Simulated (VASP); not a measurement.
## Mg: single point with revPBE+D3(BJ)

The system is Mg.

```
CELL_PARAMETERS angstrom
-1.83599 1.83599 1.67940
1.83599 -1.83599 1.67940
1.83599 1.83599 -1.67940
ATOMIC_POSITIONS crystal
Mg 0.00000 0.00000 0.00000
```

This isn't the form of Mg at room conditions, which is hcp.

```
Program             : VASP 6.6.1
Task                : single point
Functional          : revPBE
Dispersion          : D3(BJ)
Potentials or basis : VASP PAW PBE potentials, release 64 (Mg)
Cutoff              : 520 eV
k mesh              : 11 × 11 × 11
Occupations         : methfessel-paxton, width 0.05 eV
Spin                : collinear spin, typed start
Starting moments    : [0.08] μB
```

The pressure is -2.4 GPa and the band gap on the k mesh is none (metal or under the smearing width). The net moment is 0.00 μB per cell. The valence electrons inside the program's atomic spheres are Mg 0.34. The dispersion energy per atom is -0.550 eV.

Stress tensor (GPa, compression positive):
```
-2.69  0.00  0.00
 0.00 -2.69  0.00
 0.00  0.00 -1.86
```

Levels at points of the mesh, in eV from the Fermi level:
Spin up:
| k point | band 1 | band 2 | band 3 | band 4 | band 5 | band 6 |
| --- | --- | --- | --- | --- | --- | --- |
| (0.00, 0.00, 0.00) | -7.03 | 11.96 | 13.83 | 13.83 | 14.12 | 14.41 |
Spin down:
```tsv
k point	band 1	band 2	band 3	band 4
(0.00, 0.00, 0.00)	-7.03	11.96	13.83	13.83
```

It took 20 s on 1 thread of AMD EPYC 9R45 96-Core Processor (Zen 5), with other jobs on the host, peak memory 0.16 GiB.

Caveat: the PAW data sets were made with another functional, which shifts forces and pressure a little; pairwise dispersion overbinds metals, which lowers pressure and volume.
